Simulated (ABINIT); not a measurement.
Set up this calculation in ABINIT 10.8.3 (patched build), as the native input.

| Property | Result |
| --- | --- |
| Task | equation of state |
| Functional | r2SCAN |
| Potentials or basis | JTH PAW PBE v2.0 |
| Cutoff | 707 eV |
| k mesh | 7 × 7 × 7 |
| Occupations | fermi-dirac, width 0.05 eV |
| Spin | no spin polarisation |
| Fine-grid cutoff | 1306.15 eV |

The system is InAs.

```
CELL_PARAMETERS angstrom
0.00000 2.87730 2.87730
2.87730 0.00000 2.87730
2.87730 2.87730 0.00000
ATOMIC_POSITIONS crystal
In 0.50000 0.50000 0.50000
As 0.00000 0.00000 0.00000
```

Measurements of this composition are mostly on another form, of space group No. 216.

One way to write it, as run:

run.abi

```
# Datasets: one volume each
ndtset 7
getwfk -1
scalecart1 3*0.9795861087
scalecart2 3*0.9864848297
scalecart3 3*0.9932883884
scalecart4 3*1.0000000000
scalecart5 3*1.0066227096
scalecart6 3*1.0131594038
scalecart7 3*1.0196128224

# Pseudopotentials
pp_dirpath "./"
pseudos "In.GGA_PBE-JTH.xml, As.GGA_PBE-JTH.xml"

# Structure
acell 3*1.0 Angstrom
rprim
     0.0000000000     2.8773040000     2.8773040000
     2.8773040000     0.0000000000     2.8773040000
     2.8773040000     2.8773040000     0.0000000000
ntypat 2
znucl 49 33
natom 2
typat 1 2
xred
     0.5000000000     0.5000000000     0.5000000000
     0.0000000000     0.0000000000     0.0000000000

# Plane-wave basis
ecut 26.0
pawecutdg 48.0

# k points
kptopt 1
ngkpt 7 7 7
nshiftk 1
shiftk 0.0 0.0 0.0

# Exchange and correlation
ixc -497498
usekden 1
pawxcdev 0

# Bands and occupations
nband 18
occopt 3
tsmear 0.05 eV

# SCF cycle
nstep 100
tolvrs 1.0e-7

# Output
iomode 3
prtwf 1
prtden 0
prteig 0
prtebands 0
enunit 2
```

Potentials or basis: JTH PAW PBE v2.0.

Launch:

```sh
$ abinit run.abi > log 2>&1
```

It gave:

| Item | Value |
| --- | --- |
| Equilibrium volume | 22.99 Å³/atom |
| Bulk modulus | 68 GPa |
| Pressure derivative of the bulk modulus | 3.6 |

Caveat: pressures at fixed basis lie under the slope of the energies; the PAW data sets were made with another functional, which shifts forces and pressure a little.

Run time: 7.1 min on 1 thread of Arm Neoverse V2, with other jobs on the host, peak memory 0.2 GiB.
